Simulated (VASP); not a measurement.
Runs of VASP 6.6.1 on Mo. It takes space group Im-3m (No. 229, cubic). Conventional cell: a = 3.168 Å, b = 3.168 Å, c = 3.168 Å, α = 90.00°, β = 90.00°, γ = 90.00°. Around Mo (site symmetry m-3m) lie 8 Mo at 2.74 Å. 

| task | level | potentials or basis | cell | cutoff (eV) | smearing | gap on the mesh (eV) | pressure (GPa) | relaxed volume (Å³/atom) |
| --- | --- | --- | --- | --- | --- | --- | --- | --- |
| relaxation of cell and atoms | revPBE+D3 | VASP PAW PBE potentials, release 64 (Mo_sv) | relaxed | 600 | fermi-dirac 0.05 eV | none | -0.1 | (a) |
| single point | RPBE | VASP PAW PBE potentials, release 64 (Mo) | as given | 500 | gaussian 0.1 eV | none | -1.1 | - |
| single point | LDA | VASP PAW LDA potentials, release 64 (Mo_pv) | as given | 520 | gaussian 0.02 eV | none | -14.0 | - |
| relaxation of cell and atoms | PBE | VASP PAW PBE potentials, release 64 (Mo_sv) | relaxed | 600 | fermi-dirac 0.05 eV | none | 0.0 | 15.80 |
| relaxation of cell and atoms | RPBE | VASP PAW PBE potentials, release 64 (Mo_sv) | relaxed | 600 | fermi-dirac 0.05 eV | none | 0.0 | 16.02 |
| relaxation of cell and atoms | revPBE | VASP PAW PBE potentials, release 64 (Mo_sv) | relaxed | 600 | fermi-dirac 0.05 eV | none | 0.1 | (b) |
| single point | r2SCAN | VASP PAW PBE potentials, release 64 (Mo_sv) | as given | 520 | fermi-dirac 0.05 eV | none | -3.4 | - |
| relaxation of cell and atoms | r2SCAN | VASP PAW PBE potentials, release 64 (Mo_sv) | relaxed | 600 | methfessel-paxton 0.1 eV | none | 0.0 | 15.69 |
| relaxation of cell and atoms | rev-vdW-DF2 | VASP PAW PBE potentials, release 64 (Mo_sv) | relaxed | 600 | fermi-dirac 0.05 eV | none | -0.1 | (c) |
| optical spectrum | BEEF-vdW | VASP PAW PBE potentials, release 64 (Mo_sv) | as given | 520 | fermi-dirac 0.05 eV | none | -0.1 | - |

Alike in all rows: no spin polarisation; k mesh 12 × 12 × 12.

Fill in the values left out.

(a) 15.17; (b) 15.95; (c) 15.60.

Caveats: the PAW data sets were made with another functional, which shifts forces and pressure a little (some runs); pairwise dispersion overbinds metals, which lowers pressure and volume (some runs).

A k mesh can miss the band edges, and the runs leave out spin-orbit coupling on Mo.

A gap of «none» marks a metal or a gap under the smearing width.

Not every run made on this cell is shown here.
